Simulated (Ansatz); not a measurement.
# TePb: the cost of one run

Method: DFT LDA, all-electron LAPW, scalar-relativistic unless said, in Ansatz 0.2.0.

**1. The starting structure**

The structure is cubic, space group Fm-3m (No. 225). The conventional cell has a = 6.382 Å, b = 6.382 Å, c = 6.382 Å, α = 90.00°, β = 90.00°, γ = 90.00°. Around Te (site symmetry m-3m) lie 6 Pb at 3.19 Å. Pb (site symmetry m-3m) has 6 Te at 3.19 Å as nearest neighbours.

Structure file:

```xyz
2
Lattice="3.1909 3.1909 0.0000 -3.1909 3.1909 0.0000 0.0000 3.1909 3.1909" Properties=species:S:1:pos:R:3 pbc="T T T"
Te    0.0000    3.1909    0.0000
Pb    0.0000    0.0000    0.0000
```

Cartesian axes are those of the input's lattice vectors. The structure goes back to a database entry.

**2. Reference run, fine mesh, LAPW**

input.yaml reads:

```yaml
crystal:
  lattice:
    - [3.19091216514, 3.19091216514, 0.0]
    - [-3.19091216514, 3.19091216514, 0.0]
    - [0.0, 3.19091216514, 3.19091216514]
  atoms:
    - { symbol: Te, position: [0.5, 0.5, 0.0] }
    - { symbol: Pb, position: [0.0, 0.0, 0.0] }
kpoints:
  mp_grid: { grid: [6, 6, 6] }
scf:
  occupations: { method: fixed }
hamiltonian:
  xc: lda
  pseudopotentials: { kind: all_electron, lapw: { basis_error: 0.001 } }
output:
  forces: true
  stress: true
  eigenvalues: true
  eigenstates:
    nscf_kmesh: { grid: [10, 10, 10] }
    de_dk: true
    e_range: [-9, 10.57182794179]
checkpoint:
  write: ck
  write_wavefunctions: false
```

Command:

```console
$ ansatz run input.yaml --threads 1 --pin off --max-ram 3072MiB --backend cpu --events-out ev --progress --plain --runs-dir out
```

What time and memory should one allow on 1 thread of Intel Xeon Platinum 8488C (Sapphire Rapids), shared host?

About 12 s, with a peak of 0.31 GiB.
